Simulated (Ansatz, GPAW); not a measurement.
## A script for RbBr (GLLB-SC)

These are simulated results from GPAW 26.7.0, not measurements. The cell was built from a prototype and was relaxed with r2SCAN in plane waves (Ansatz 0.2.0). Not every such cell is a known phase. All runs are without spin polarisation.

Space group F-43m (No. 216), cubic; a = 7.739 Å in the conventional setting, 57.94 Å³ an atom. Around Rb lie 4 Br at 3.35 Å; around Br lie 4 Rb at 3.35 Å.

GLLB-SC is a model potential. Its fundamental gap is the Kohn-Sham gap plus a derivative discontinuity, which the script evaluates at the band edges among the listed k points. Its total energy isn't variational and serves nothing here.

run.py reads:

```python
import json
from ase import Atoms
from gpaw import GPAW, PW, FermiDirac

atoms = Atoms(['Rb', 'Br'],
              cell=[[0.0, 3.86949671, 3.86949671], [3.86949671, 0.0, 3.86949671], [3.86949671, 3.86949671, 0.0]],
              scaled_positions=[[0.0, 0.0, 0.0], [0.25, 0.25, 0.25]],
              pbc=True)
calc = GPAW(mode=PW(400), xc='GLLBSC', kpts={'size': (4, 4, 4), 'gamma': True},
            occupations=FermiDirac(0.02), maxiter=100, legacy_gpaw=True, txt='gpaw.txt')
atoms.calc = calc
res = {'energy': atoms.get_potential_energy(force_consistent=True)}
res['electrons'] = calc.get_number_of_electrons()
res['k'] = calc.get_ibz_k_points().tolist()
res['levels'] = [calc.get_eigenvalues(kpt=i).tolist() for i in range(len(res['k']))]
points = [[0.0, 0.0, 0.0], [-0.5, -0.5, 0.0], [-0.375, -0.375, 0.25], [-0.375, 0.0, 0.375], [0.0, 0.0, 0.5], [-0.5, -0.25, 0.25], [0.0, 0.5, 0.5]]
bands = calc.fixed_density(kpts=points, symmetry='off', nbands=round(res['electrons']) // 2 + 6, convergence={'bands': -2}, txt='bands.txt')
res['points'] = [bands.get_eigenvalues(kpt=i).tolist() for i in range(len(points))]
homo, lumo = bands.get_homo_lumo()
potential = calc.hamiltonian.xc.response.calculate_discontinuity_potential(homo, lumo)
res['discontinuity'] = bands.hamiltonian.xc.response.calculate_discontinuity(potential)
json.dump(res, open('results.json', 'w'))
print('free energy (eV):', round(res['energy'], 5))
```

Command: `python run.py`. It took 9.3 s on 1 thread of AMD EPYC 9R14 (Zen 4) (shared host), peak memory 0.18 GiB.

The log gpaw.txt, trimmed of paths, versions and times, then the last line on the terminal. An iter line gives the energy in eV and the logarithms of the changes of orbitals (plane waves alone) and density (c: converged):

```
___ ___ ___ _ _ _
 |   |   |_  | | | |

 | | | | | . | | | |

 |__ |  _|___|_____|  26.7.0
 |___|_|

Input parameters:
  kpts: {gamma: True,
         size: (4, 4, 4)}
  maxiter: 100
  mode: {ecut: 400.0,
         name: pw}
  occupations: {fixmagmom: False,
                name: fermi-dirac,
                width: 0.02}
  xc: GLLBSC

System changes: positions, numbers, cell, pbc, initial_charges, initial_magmoms

Initialize ...

species:
  Rb:
    name:    Rubidium
    Z:       37.0
    valence: 9
    core:    28
    charge:  0.0  # [|e|]
    compensation charges:
      type: gauss
      rc: 0.38  # [Å]
      lmax: 2
    cutoffs:
      filter: 2.43  # [Å]
      core: 1.99  # [Å]
    projectors
    | kind |    occ | energy [eV] | rcut [Å] |

    |------|--------|-------------|----------|

    |   4s |  2.000 |     -31.799 |    1.376 |

    |   5s |  1.000 |      -3.005 |    1.376 |

    |   4p |  6.000 |     -15.869 |    1.270 |

    |    p |        |      11.343 |    1.270 |

    |    d |        |       0.000 |    1.217 |

    Using partial waves for Rb as LCAO basis

  Br:
    name:    Bromine
    Z:       35.0
    valence: 7
    core:    28
    charge:  0.0  # [|e|]
    compensation charges:
      type: gauss
      rc: 0.35  # [Å]
      lmax: 2
    cutoffs:
      filter: 1.98  # [Å]
      core: 2.38  # [Å]
    projectors
    | kind |    occ | energy [eV] | rcut [Å] |

    |------|--------|-------------|----------|

    |   4s |  2.000 |     -23.401 |    1.111 |

    |   4p |  5.000 |     -11.410 |    1.111 |

    |    s |        |       3.810 |    1.111 |

    |    p |        |      15.801 |    1.111 |

    |    d |        |       0.000 |    1.111 |

    Using partial waves for Br as LCAO basis

Reference energy: -151906.979885  # eV

Spin-paired calculation

Convergence criteria:
 Maximum [total energy] change in last 3 cyles: 0.0005 eV / valence electron
 Maximum integral of absolute [dens]ity change: 0.0001 electrons / valence electron
 Maximum integral of absolute [eigenst]ate change: 4e-08 eV^2 / valence electron
 Maximum number of scf [iter]ations: 100
 (Square brackets indicate name in SCF output, whereas a 'c' in
 the SCF output indicates the quantity has converged.)

Symmetries present (total): 24

  ( 1  0  0)  ( 1  0  0)  ( 1  0 -1)  ( 1  0 -1)  ( 1 -1  0)  ( 1 -1  0)
  ( 0  1  0)  ( 0  0  1)  ( 0  1 -1)  ( 0  0 -1)  ( 0 -1  1)  ( 0 -1  0)
  ( 0  0  1)  ( 0  1  0)  ( 0  0 -1)  ( 0  1 -1)  ( 0 -1  0)  ( 0 -1  1)

  ( 0  1  0)  ( 0  1  0)  ( 0  1 -1)  ( 0  1 -1)  ( 0  0  1)  ( 0  0  1)
  ( 1  0  0)  ( 0  0  1)  ( 1  0 -1)  ( 0  0 -1)  ( 1  0  0)  ( 0  1  0)
  ( 0  0  1)  ( 1  0  0)  ( 0  0 -1)  ( 1  0 -1)  ( 0  1  0)  ( 1  0  0)

  ( 0  0 -1)  ( 0  0 -1)  ( 0 -1  1)  ( 0 -1  1)  ( 0 -1  0)  ( 0 -1  0)
  ( 1  0 -1)  ( 0  1 -1)  ( 1 -1  0)  ( 0 -1  0)  ( 1 -1  0)  ( 0 -1  1)
  ( 0  1 -1)  ( 1  0 -1)  ( 0 -1  0)  ( 1 -1  0)  ( 0 -1  1)  ( 1 -1  0)

  (-1  1  0)  (-1  1  0)  (-1  0  1)  (-1  0  1)  (-1  0  0)  (-1  0  0)
  (-1  0  1)  (-1  0  0)  (-1  1  0)  (-1  0  0)  (-1  1  0)  (-1  0  1)
  (-1  0  0)  (-1  0  1)  (-1  0  0)  (-1  1  0)  (-1  0  1)  (-1  1  0)

64 k-points: 4 x 4 x 4 Monkhorst-Pack grid + [1/8,1/8,1/8]
8 k-points in the irreducible part of the Brillouin zone
       k-points in crystal coordinates                weights
   0:     0.00000000    0.00000000    0.00000000          1/64
   1:     0.25000000    0.25000000    0.00000000          6/64
   2:     0.25000000    0.25000000    0.25000000          8/64
   3:     0.50000000    0.25000000   -0.25000000          6/64
   4:     0.50000000    0.25000000    0.25000000         12/64
   5:     0.50000000    0.50000000    0.00000000          3/64
   6:     0.50000000    0.50000000    0.25000000         24/64
   7:     0.50000000    0.50000000    0.50000000          4/64

Wave functions: Plane wave expansion
  Cutoff energy: 400.000 eV
  Number of coefficients (min, max): 2085, 2148
  Pulay-stress correction: 0.000000 eV/Ang^3 (de/decut=0.000000)
  Using FFTW library
  ScaLapack parameters: grid=1x1, blocksize=None
  Wavefunction extrapolation:
    Improved wavefunction reuse through dual PAW basis

Occupation numbers: Fermi-Dirac:
  width: 0.0200  # eV

Eigensolver
   Davidson(niter=2)

Densities:
  Coarse grid: 27*27*27 grid
  Fine grid: 54*54*54 grid
  Total Charge: 0.000000

Density mixing:
  Method: separate
  Backend: msr1
  Linear mixing parameter: 0.05
  old densities: 10
  Width of damping distribution: 1.1
  Damping of long wavelength oscillations: 20

Hamiltonian:
  XC and Coulomb potentials evaluated on a 54*54*54 grid
  Using the GLLBSC Exchange-Correlation functional
  External potential:
    NoExternalPotential

XC parameters: GLLBSC functional being used consists of
  -----------------------------------------------------------------------
  | Weight | Module     | Description                                   |

  -----------------------------------------------------------------------
  |  1.000 | SCREENING  | GGA_X_PBE_SOL with 2 nearest neighbor stencil |

  |  1.000 | RESPONSE   | eps=0.0500 eV                                 |

  |  1.000 | XC         | GGA_C_PBE_SOL with 2 nearest neighbor stencil |

  -----------------------------------------------------------------------

Memory estimate:
  Process memory now: 118.61 MiB
  Calculator: 18.64 MiB
    Density: 9.70 MiB
      Arrays: 3.90 MiB
      Localized functions: 2.79 MiB
      Mixer: 3.00 MiB
    Hamiltonian: 2.62 MiB
      Arrays: 2.55 MiB
      XC: 0.00 MiB
      Poisson: 0.00 MiB
      vbar: 0.07 MiB
    Wavefunctions: 6.32 MiB
      Arrays psit_nG: 2.36 MiB
      Eigensolver: 0.47 MiB
      Projections: 0.03 MiB
      Projectors: 2.44 MiB
      PW-descriptor: 1.01 MiB

Total number of cores used: 1

Number of atoms: 2
Number of atomic orbitals: 9
Number of bands in calculation: 9
Number of valence electrons: 16
Bands to converge: occupied

... initialized

Initializing position-dependent things.

Density initialized from atomic densities
Creating initial wave functions:
  9 bands from LCAO basis set
Positions:
   0 Rb     0.000000    0.000000    0.000000    ( 0.0000,  0.0000,  0.0000)
   1 Br     1.934748    1.934748    1.934748    ( 0.0000,  0.0000,  0.0000)

Unit cell:
           periodic     x           y           z      points  spacing
  1. axis:    yes    0.000000    3.869497    3.869497    27     0.1655
  2. axis:    yes    3.869497    0.000000    3.869497    27     0.1655
  3. axis:    yes    3.869497    3.869497    0.000000    27     0.1655

  Lengths:   5.472295   5.472295   5.472295
  Angles:   60.000000  60.000000  60.000000

Effective grid spacing dv^(1/3) = 0.1806

iter:   1    -8.008133
iter:   2    -7.396844   -1.59  -1.19
iter:   3    -6.767766   -1.60  -1.22
iter:   4    -6.512615   -2.14  -1.36
iter:   5    -6.349131   -2.39  -1.37
iter:   6    -6.206867   -2.84  -1.92
iter:   7    -6.206008   -3.67  -2.10
iter:   8    -6.167678   -3.84  -1.98
iter:   9    -6.166236   -5.22  -2.62
iter:  10    -6.160175c  -4.90  -2.61
iter:  11    -6.160068c  -6.21  -3.63
iter:  12    -6.159294c  -6.87  -3.96
iter:  13    -6.159293c  -7.95c -4.38c

Converged after 13 iterations.

Energy contributions relative to reference atoms: (reference = -151906.979885)

Kinetic:         +8.853685
Potential:       -7.517325
External:        +0.000000
XC:              -7.334946
Entropy (-ST):   -0.000000
Local:           -0.160706
SIC:             +0.000000
--------------------------
Free energy:     -6.159293
Extrapolated:    -6.159293

GLLBSC response reference energy: -4.80561 eV (from HOMO)

Showing only first 2 kpts
 Kpt  Band  Eigenvalues  Occupancy
  0     6     -4.89684    2.00000
  0     7     -4.89684    2.00000
  0     8      1.06892    0.00000

  1     6     -4.85224    2.00000
  1     7     -4.85224    2.00000
  1     8      2.08362    0.00000

Fermi level: -2.89650

Gap: 5.875 eV
Transition (v -> c):
  (s=0, k=3, n=7, [0.50, 0.25, -0.25]) -> (s=0, k=0, n=8, [0.00, 0.00, 0.00])
Direct/indirect transitions are different
Direct gap: 5.966 eV
Transition at: (s=0, k=0, n=7, [0.00, 0.00, 0.00])

free energy (eV): -6.15929
```

The gap in the log is over the mesh alone; results.json adds the listed points. GLLB-SC gives a gap of 9.27 eV (5.875 eV Kohn-Sham over the listed points plus 3.397 eV discontinuity). On the same cell, plane-wave PBE (Ansatz, 6×6×6 k points and the special points) gives a gap of 4.07 eV and r2SCAN a gap of 4.65 eV; on shared hosts these took about 1.6 and 4.2 core-seconds on the 2-atom cell, against 9.3 for the script. Semilocal gaps usually lie below measured ones.

Spin-orbit coupling is left out.
